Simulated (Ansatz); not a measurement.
# SnO2 (P4_2/mnm): scan of the energy under strain, by script

What does a strain cost in SnO2 (P4_2/mnm)? Wanted for SnO2 (P4_2/mnm): a scan of the energy under strain.

Computed with Ansatz 0.2.0, driven from Python. Level of theory: DFT PBE, plane waves, PAW.

## Step 1: The system

It takes space group P4_2/mnm (No. 136, tetragonal). Conventional cell: a = 4.738 Å, b = 4.738 Å, c = 3.187 Å, α = 90.00°, β = 90.00°, γ = 90.00°. Sn (site symmetry mmm) is surrounded by 6 O at 2.05 to 2.06 Å. O (site symmetry m2m) has 3 Sn at 2.05 to 2.06 Å as nearest neighbours.

No structure file is read: the coordinates are typed or built in the script.

## Step 2: The script

Input file sno2_strain.py:

```python
import warnings

import ansatz as az
import matplotlib.pyplot as plt
import numpy as np

vectors0 = np.array([
    [4.738, 0.0, 0.0],
    [0.0, 4.738, 0.0],
    [0.0, 0.0, 3.1865],
])
sites = [
    ("Sn", (0.0, 0.0, 0.0)),
    ("Sn", (0.5, 0.5, 0.5)),
    ("O", (0.3071, 0.3071, 0.0)),
    ("O", (0.1929, 0.8071, 0.5)),
    ("O", (0.6929, 0.6929, 0.0)),
    ("O", (0.8071, 0.1929, 0.5)),
]


def build(cell):
    crystal = az.Crystal(lattice=az.Lattice.of(cell))
    for symbol, position in sites:
        crystal = crystal.atom(symbol, position)
    return crystal

warnings.simplefilter("ignore", az.DeckWarning)

values = np.linspace(-0.01, 0.01, 7)
energies = []
for d in values:
    strain = d / 2 * (np.ones((3, 3)) - np.eye(3))
    cell = vectors0 @ (np.eye(3) + strain)
    base = (
        build(cell).calculation()
        .basis(510)
        .occupations("fermi_dirac", width=0.02)
        .kpoints(4, 4, 6)
    )
    r = base.run().report
    energies.append(r["free_energy_ev"] / len(sites))
    print(f"d = {d:+.4f}  F = {energies[-1]:.5f} eV/atom")
energies = np.array(energies)

for value, e in zip(values, energies):
    print(f"strain {value:7.3f}   E - Emin = {1000 * (e - energies.min()):9.3f} meV/atom")
plt.figure(figsize=(4.5, 3))
plt.plot(values, 1000 * (energies - energies.min()), "o-")
plt.xlabel("strain")
plt.ylabel("meV/atom")
plt.tight_layout()
plt.savefig("strain.png", dpi=100)
curvature = 2 * np.polyfit(values, energies, 3)[1]
volume = abs(np.linalg.det(vectors0)) / len(sites)
print(f"d2E/dd2 over the volume: {curvature / volume * 160.21766:.1f} GPa")
```

## Step 3: What the engine is handed

The package turns the script's settings into the engine's input (first run):

```yaml
crystal:
  lattice:
    - [4.738, -0.023690000000000003, -0.023690000000000003]
    - [-0.023690000000000003, 4.738, -0.023690000000000003]
    - [-0.015932500000000002, -0.015932500000000002, 3.1865]
  atoms:
    - { symbol: Sn, position: [0.0, 0.0, 0.0] }
    - { symbol: Sn, position: [0.5, 0.5, 0.5] }
    - { symbol: O, position: [0.3071, 0.3071, 0.0] }
    - { symbol: O, position: [0.1929, 0.8071, 0.5] }
    - { symbol: O, position: [0.6929, 0.6929, 0.0] }
    - { symbol: O, position: [0.8071, 0.1929, 0.5] }
basis:
  ecutwfc: 510.0
kpoints:
  mp_grid:
    grid: [4, 4, 6]
scf:
  occupations:
    method: fermi_dirac
    width: 0.02
```

## Step 4: Running it

Command:

```console
$ python sno2_strain.py
```

**Question.** How much energy does this rhombohedral strain cost, and what curvature follows?

As calculated:

| quantity | value |
| --- | --- |
| curvature under the strain | 465.5 GPa |
| runs compared | 7 |
| range of energy | 1.75 meV/atom |
| lowest point, strain | 0.000 |

What this shows: Against the unstrained cell the energy per atom changes by +1.75 meV at one end of the scan and +1.72 meV at the other, and its second derivative over the volume is 465.5 GPa. What to keep in mind:
- The curvature belongs to this strain pattern and to the cell's stress; it equals a single elastic constant only for simple patterns.
- No functional is typed, so the default, PBE, holds.
- The ions keep their fractional positions (clamped ions).
